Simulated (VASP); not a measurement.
# Li2S (Fm-3m) in VASP: a series of runs

One crystal, Li2S, is run at these levels: PBE; tasks: single point, relaxation of cell and atoms.

Everything below comes from runs of VASP 6.6.1. Logs are shortened: lines on timing, memory, paths and dates and some standing lists are left out, and cuts for length are marked.

**1. The crystal as given**

The structure is cubic, space group Fm-3m (No. 225). Conventional cell: a = 5.705 Å, b = 5.705 Å, c = 5.705 Å, α = 90.00°, β = 90.00°, γ = 90.00°. Li (site symmetry -43m) has 4 S at 2.47 Å as nearest neighbours. S (site symmetry m-3m) has 8 Li at 2.47 Å as nearest neighbours.

The cell comes from a database or a generator and needn't be the stable form of this composition.

**2. Single point, PBE**

INCAR

```
SYSTEM = Li2S
PREC     = Accurate       ! precision mode
ENCUT    = 520            ! plane-wave cutoff, eV
EDIFF    = 1E-6           ! SCF threshold, eV
ISMEAR   = 0              ! smearing method
SIGMA    = 0.02           ! smearing width, eV
LREAL    = .False.        ! projectors in reciprocal space
LASPH    = .True.         ! aspherical terms in the spheres
NELM     = 100            ! most SCF steps
ALGO     = Fast           ! electronic algorithm
ISIF     = 2              ! what is computed and relaxed
LWAVE    = .False.        ! write WAVECAR
LCHARG   = .False.        ! write CHGCAR
GGA      = PE             ! functional
NBANDS   = 13             ! bands
```

KPOINTS

```
regular mesh
0
Gamma
  8 8 8
  0 0 0
```

POSCAR

```
Li2S
1.0
    0.0000000000      2.8526849131      2.8526849131
    2.8526849131      0.0000000000      2.8526849131
    2.8526849131      2.8526849131      0.0000000000
Li S
2 1
Direct
    0.7500000000      0.7500000000      0.7500000000
    0.2500000000      0.2500000000      0.2500000000
    0.0000000000      0.0000000000      0.0000000000
```

Potentials or basis: VASP PAW PBE potentials, release 64 (Li_sv, S).

Started as:

```sh
$ cat potpaw_PBE.64/Li_sv/POTCAR potpaw_PBE.64/S/POTCAR > POTCAR
$ mpirun -np 1 vasp_std > vasp.out
```

OUTCAR:

```text
SYSTEM = Li2S
   PREC = Accurate
   ENCUT = 520
   EDIFF = 1E-6
   ISMEAR = 0
   LREAL = .False.
   LASPH = .True.
   NELM = 100
   ISIF = 2
   GGA = PE

 ion  position               nearest neighbor table
   1  0.750  0.750  0.750-   3 2.47   3 2.47   3 2.47   3 2.47
   2  0.250  0.250  0.250-   3 2.47   3 2.47   3 2.47   3 2.47
   3  0.000  0.000  0.000-   1 2.47   2 2.47   1 2.47   1 2.47   1 2.47   2 2.47   2 2.47   2 2.47

  LATTYP: Found a face centered cubic cell.
 ALAT       =     5.7053698262

  Lattice vectors:

 A1 = (   0.0000000000,   2.8526849131,   2.8526849131)
 A2 = (   2.8526849131,   0.0000000000,   2.8526849131)
 A3 = (   2.8526849131,   2.8526849131,   0.0000000000)

Analysis of symmetry for initial positions (statically):
=====================================================================
 Subroutine PRICEL returns:
 Original cell was already a primitive cell.

 Routine SETGRP: Setting up the symmetry group for a
 face centered cubic supercell.

 Subroutine GETGRP returns: Found 48 space group operations
 (whereof 48 operations were pure point group operations)
 out of a pool of 48 trial point group operations.

The static configuration has the point symmetry O_h .

Analysis of symmetry for dynamics (positions and initial velocities):
=====================================================================
 Subroutine PRICEL returns:
 Original cell was already a primitive cell.

 Routine SETGRP: Setting up the symmetry group for a
 face centered cubic supercell.

 Subroutine GETGRP returns: Found 48 space group operations
 (whereof 48 operations were pure point group operations)
 out of a pool of 48 trial point group operations.

The dynamic configuration has the point symmetry O_h .

 Subroutine INISYM returns: Found 48 space group operations
 (whereof 48 operations are pure point group operations),
 and found     1 'primitive' translations

----------------------------------------------------------------------------------------

                                     Primitive cell

  volume of cell :      46.4292

  direct lattice vectors                    reciprocal lattice vectors
     0.000000000  2.852684913  2.852684913    -0.175273476  0.175273476  0.175273476
     2.852684913  0.000000000  2.852684913     0.175273476 -0.175273476  0.175273476
     2.852684913  2.852684913  0.000000000     0.175273476  0.175273476 -0.175273476

  length of vectors
     4.034305693  4.034305693  4.034305693     0.303582565  0.303582565  0.303582565

  position of ions in fractional coordinates (direct lattice)
     0.750000000  0.750000000  0.750000000
     0.250000000  0.250000000  0.250000000
     0.000000000  0.000000000  0.000000000

  ion indices of the primitive-cell ions
   primitive index   ion index
                 1           1
                 2           2
                 3           3

----------------------------------------------------------------------------------------

 KPOINTS: regular mesh

Automatic generation of k-mesh.
 Grid dimensions read from file:
 generate k-points for:    8    8    8

 Generating k-lattice:

  Cartesian coordinates                     Fractional coordinates (reciprocal lattice)
    -0.021909184  0.021909184  0.021909184     0.125000000  0.000000000  0.000000000
     0.021909184 -0.021909184  0.021909184     0.000000000  0.125000000  0.000000000
     0.021909184  0.021909184 -0.021909184     0.000000000  0.000000000  0.125000000

  Length of vectors
     0.037947821  0.037947821  0.037947821

  Shift w.r.t. Gamma in fractional coordinates (k-lattice)
     0.000000000  0.000000000  0.000000000

 Subroutine IBZKPT returns following result:
 ===========================================

 Found     29 irreducible k-points:

 Following reciprocal coordinates:
            Coordinates               Weight
  0.000000  0.000000  0.000000      1.000000
  0.125000  0.000000  0.000000      8.000000
  0.250000  0.000000  0.000000      8.000000
  0.375000  0.000000  0.000000      8.000000
  0.500000  0.000000  0.000000      4.000000
  0.125000  0.125000  0.000000      6.000000
[... 16 lines left out ...]
  0.500000  0.250000  0.125000     48.000000
 -0.375000  0.250000  0.125000     24.000000
 [... further k-points ...]
   k-points           NKPTS =     29   k-points in BZ     NKDIM =     29   number of bands    NBANDS=     13
   number of dos      NEDOS =    301   number of ions     NIONS =      3
   total plane-waves  NPLWV =  27000
   dimension x,y,z NGX =    30 NGY =   30 NGZ =   30
   dimension x,y,z NGXF=    60 NGYF=   60 NGZF=   60
   ions per type =               2   1
   NGX,Y,Z   is equivalent  to a cutoff of  12.36, 12.36, 12.36 a.u.
   NGXF,Y,Z  is equivalent  to a cutoff of  24.72, 24.72, 24.72 a.u.
 SYSTEM =  Li2S
   PREC   = accura    normal or accurate (medium, high low for compatibility)
   ISTART =      0    job   : 0-new  1-cont  2-samecut
   ICHARG =      2    charge: 1-file 2-atom 10-const
   ISPIN  =      1    spin polarized calculation?
   LNONCOLLINEAR =      F non collinear calculations
   LSORBIT =      F    spin-orbit coupling
   LASPH  =      T    aspherical Exc in radial PAW
   ENCUT  =  520.0 eV  38.22 Ry    6.18 a.u.   7.50  7.50  7.50*2*pi/ulx,y,z
   NELM   =    100;   NELMIN=  2; NELMDL= -5     # of ELM steps
   EDIFF  = 0.1E-05   stopping-criterion for ELM
   LREAL  =      F    real-space projection
   EDIFFG = 0.1E-04   stopping-criterion for IOM
   NSW    =      0    number of steps for IOM
   IBRION =     -1    ionic relax: 0-MD 1-quasi-New 2-CG
   NFREE  =      0    steps in history (QN), initial steepest desc. (CG)
   ISIF   =      2    stress and relaxation
   ISYM   =      2    0-nonsym 1-usesym 2-fastsym
   POTIM  = 0.5000    time-step for ionic-motion
   TEBEG  =    0.0;   TEEND  =   0.0 temperature during run
   PSTRESS=    0.0 pullay stress
   NELECT =      12.0000    total number of electrons
   NUPDOWN=      -1.0000    fix difference up-down
   EMIN   =  10.00;   EMAX   =-10.00  energy-range for DOS
   EFERMI =   0.00;   METHOD = LEGACY
   ISMEAR =     0;   SIGMA  =   0.02  broadening in eV -4-tet -1-fermi 0-gaus
   EFERMI_NEDOS =   21; number of points for ismear=-14 and -15
   IALGO  =     68    algorithm
   IMIX   =      4    mixing-type and parameters
     AMIX     =   0.40;   BMIX     =  1.00
     AMIX_MAG =   1.60;   BMIX_MAG =  1.00
  volume/ion in A,a.u.               =      15.48       104.44
  Fermi-wavevector in a.u.,A,eV,Ry     =   1.042809  1.970623 14.795664  1.087451
  Thomas-Fermi vector in A             =   2.177491
   LORBIT       =      0    0 simple, 1 ext, 2 COOP (PROOUT), +10 PAW based schemes
   GGA     = PE    functional components
   LHFCALC =     F    Hartree Fock is set to
   AEXX    =    0.0000 exact exchange contribution
   IVDW    =     0    specifies the selected vdW correction
   LEPSILON=     F    determine dielectric tensor
   LRPA    =     F    only Hartree local field effects (RPA)
 non-spin polarized calculation
 RMM-DIIS sequential band-by-band and
 Gauss-broadening in eV      SIGMA  =   0.02
  energy-cutoff  :      520.00
  volume of cell :       46.43
 maximum number of plane-waves:      1283
 NGX is ok and might be reduce to    30
   NGX = 15   NGY = 15   NGZ = 15

 number of electron      11.9999985 magnetization

 Free energy of the ion-electron system (eV)
  ---------------------------------------------------
  ext. energy  EPLUGINS =         0.00000000
  ---------------------------------------------------
  free energy    TOTEN  =       -11.99600211 eV

  energy without entropy =      -11.99600211  energy(sigma->0) =      -11.99600211

 E-fermi :   1.5955     XC(G=0):  -8.4926

 val. band max:        1.4408733534   @ k =   0.0000   0.0000   0.0000
 cond. band min:       4.8319677197   @ k =   0.5000   0.5000   0.0000
 fundamental gap:      3.3910943664
 Fermi energy:         1.5955028592

 k-point     1 :       0.0000    0.0000    0.0000
  band No.  band energies     occupation
      1     -42.7467      2.00000
      2     -42.7046      2.00000
      3      -9.5717      2.00000
      4       1.4409      2.00000
      5       1.4409      2.00000
      6       1.4409      2.00000
      7       5.6973      0.00000
      8       7.6684      0.00000
      9       7.6684      0.00000
     10       7.6684      0.00000
     11      12.6099      0.00000
     12      12.6099      0.00000
     13      13.8475      0.00000

 k-point     2 :       0.1250    0.0000    0.0000
  band No.  band energies     occupation
      1     -42.7450      2.00000
      2     -42.7062      2.00000
      3      -9.5155      2.00000
      4       0.8484      2.00000
      5       1.3536      2.00000
      6       1.3536      2.00000
      7       6.1282      0.00000
      8       7.9029      0.00000
      9       7.9029      0.00000
     10       8.0156      0.00000
     11      11.6481      0.00000
     12      11.6481      0.00000
     13      13.9916      0.00000

 k-point     3 :       0.2500    0.0000    0.0000
  band No.  band energies     occupation
      1     -42.7402      2.00000
      2     -42.7104      2.00000
      3      -9.3714      2.00000
      4      -0.2357      2.00000
      5       1.1646      2.00000
      6       1.1646      2.00000
      7       6.7994      0.00000
      8       8.2272      0.00000
      9       8.2273      0.00000
     10       8.8494      0.00000
     11      11.2794      0.00000
     12      11.2794      0.00000
     13      14.4239      0.00000
[... 305 lines left out ...]
 k-point    23 :       0.5000    0.2500    0.1250
  band No.  band energies     occupation
      1     -42.7313      2.00000
      2     -42.7184      2.00000
      3      -9.1332      2.00000
      4      -0.8905      2.00000
      5       0.2257      2.00000
      6       0.6884      2.00000
      7       7.1660      0.00000
      8       8.2070      0.00000
      9       9.4377      0.00000
     10       9.8523      0.00000
     11      11.4220      0.00000
     12      13.7938      0.00000
     13      15.2133      0.00000

 k-point    24 :      -0.3750    0.2500    0.1250
  band No.  band energies     occupation
      1     -42.7247      2.00000
      2     -42.7247      2.00000
      3      -9.0763      2.00000
      4      -1.1209      2.00000
      5       0.2051      2.00000
      6       0.5428      2.00000
      7       7.2995      0.00000
      8       8.0764      0.00000
      9       9.7838      0.00000
     10      10.4225      0.00000
     11      11.7677      0.00000
     12      13.0812      0.00000
     13      14.8071      0.00000

 [... further k-points ...]

------------------------ aborting loop because EDIFF is reached ----------------------------------------

  FORCE on cell =-STRESS in cart. coord.  units (eV):
  Direction    XX          YY          ZZ          XY          YZ          ZX
  --------------------------------------------------------------------------------------
  -------------------------------------------------------------------------------------
  Total       -0.0226417     -0.0226417     -0.0226417     -0.0000000     -0.0000000      0.0000000
  in kB       -0.7813199     -0.7813199     -0.7813199     -0.0000000     -0.0000000      0.0000000
  external PRESSURE =      -0.7813199 kB  Pullay stress =       0.0000000 kB

 VOLUME and BASIS-vectors are now :
 -----------------------------------------------------------------------------
  energy-cutoff  :      520.00
  volume of cell :       46.43
      direct lattice vectors                 reciprocal lattice vectors
     0.000000000  2.852684913  2.852684913    -0.175273476  0.175273476  0.175273476
     2.852684913  0.000000000  2.852684913     0.175273476 -0.175273476  0.175273476
     2.852684913  2.852684913  0.000000000     0.175273476  0.175273476 -0.175273476

 POSITION                                       TOTAL-FORCE (eV/Angst)
 -----------------------------------------------------------------------------------
      4.27903      4.27903      4.27903         0.000000      0.000000      0.000000
      1.42634      1.42634      1.42634        -0.000000     -0.000000     -0.000000
      0.00000      0.00000      0.00000        -0.000000     -0.000000     -0.000000
 -----------------------------------------------------------------------------------
    total drift:                                0.000000     -0.000000      0.000000

  FREE ENERGIE OF THE ION-ELECTRON SYSTEM (eV)
  ---------------------------------------------------
  free  energy   TOTEN  =       -11.9960021111 eV

  energy  without entropy=      -11.9960021111  energy(sigma->0) =      -11.99600211
```

Wall time 22 s (1 thread of Intel Xeon Platinum 8488C (Sapphire Rapids), shared host); peak memory 0.16 GiB.

Results:

* Free energy: -11.9960 eV
* Band gap on the k mesh: 3.39 eV, indirect (least direct gap 4.26 eV)

Levels at points of the mesh, in eV from the valence-band top:
```csv
k point,band 3,band 4,band 5,band 6,band 7,band 8,band 9,band 10
"(0.00, 0.00, 0.00)",-11.01,0.00,0.00,0.00,4.26,6.23,6.23,6.23
"(0.50, 0.00, 0.00)",-10.58,-2.86,-0.50,-0.50,6.10,6.57,6.57,8.40
"(0.50, 0.50, 0.00)",-10.46,-2.15,-1.41,-1.41,3.39,7.09,11.06,11.06
```

Caveat: the cutoff is under 1.25 times the usual one of these potentials, so pressure, stress and relaxed cells hold a basis-set (Pulay) error. PBE gaps usually lie below the measured ones, often by a third to a half.

**3. Relaxation of cell and atoms, PBE**

This run uses another cell than the first one, of 15.19 Å³/atom, 0.982 times its volume.

INCAR

```
SYSTEM = Li2S
ALGO = Normal ; EDIFF = 1E-6
EDIFFG = -0.002 ; ENCUT = 600
GGA = PE ; IBRION = 2
ISIF = 3 ; ISMEAR = 0
LASPH = .TRUE. ; LCHARG = .FALSE.
LREAL = .FALSE. ; LWAVE = .FALSE.
NELM = 100 ; NSW = 100
PREC = Accurate ; SIGMA = 0.02
```

KPOINTS

```
k-points
0
G
  8 8 8
  0 0 0
```

POSCAR

```
Li2S
1.0
    0.0000000000      2.8351678400      2.8351678400
    2.8351678400      0.0000000000      2.8351678400
    2.8351678400      2.8351678400      0.0000000000
Li S
2 1
Direct
    0.7500000000      0.7500000000      0.7500000000
    0.2500000000      0.2500000000      0.2500000000
    0.0000000000      0.0000000000      0.0000000000
```

Potentials or basis: VASP PAW PBE potentials, release 64 (Li_sv, S).

Started as:

```sh
$ cat potpaw_PBE.64/Li_sv/POTCAR potpaw_PBE.64/S/POTCAR > POTCAR
$ mpirun -np 1 vasp_std > vasp.out
```

Wall time 33 s (1 thread of Intel Xeon Platinum 8488C (Sapphire Rapids), shared host); peak memory 0.17 GiB.

Results (log left out):

```
Free energy                            : -11.9953 eV
Relaxed volume                         : 15.43 Å³/atom
Relaxed cell                           : a = 4.031 Å, b = 4.031 Å, c = 4.031 Å, α = 60.00°, β = 60.00°, γ = 60.00°
Space group after relaxing (to 0.05 Å) : Fm-3m (No. 225)
Energy gained by relaxing              : 0.5 meV/atom
Ionic steps                            : 4
Pressure after relaxing                : 0.0 GPa
Band gap on the k mesh                 : 3.39 eV, indirect (least direct gap 4.27 eV)
```

Step by step:
```
step  energy change (eV)  largest force (eV/Å)  pressure (GPa)  volume (Å³)
   1              0.0000                0.0000            0.67        45.58
   2             -0.0012                0.0000            0.26        46.00
   3             -0.0015                0.0000            0.03        46.26
   4             -0.0015                0.0000            0.02        46.30
```

Final structure:
```xyz
3
Lattice="0.0000 2.8500 2.8500 2.8500 0.0000 2.8500 2.8500 2.8500 0.0000" Properties=species:S:1:pos:R:3 pbc="T T T"
Li    4.2750    4.2750    4.2750
Li    1.4250    1.4250    1.4250
S     2.8500    0.0000    2.8500
```

Levels at points of the mesh, in eV from the valence-band top:
```csv
k point,band 4,band 5,band 6,band 7,band 8,band 9
"(0.00, 0.00, 0.00)",0.00,0.00,0.00,4.27,6.23,6.23
"(0.50, 0.00, 0.00)",-2.87,-0.51,-0.51,6.11,6.57,6.57
"(0.50, 0.50, 0.00)",-2.16,-1.42,-1.42,3.39,7.09,11.08
```

Caveat: the cutoff is under 1.25 times the usual one of these potentials, so pressure, stress and relaxed cells hold a basis-set (Pulay) error.

(Part 1 of 2 ends here.)
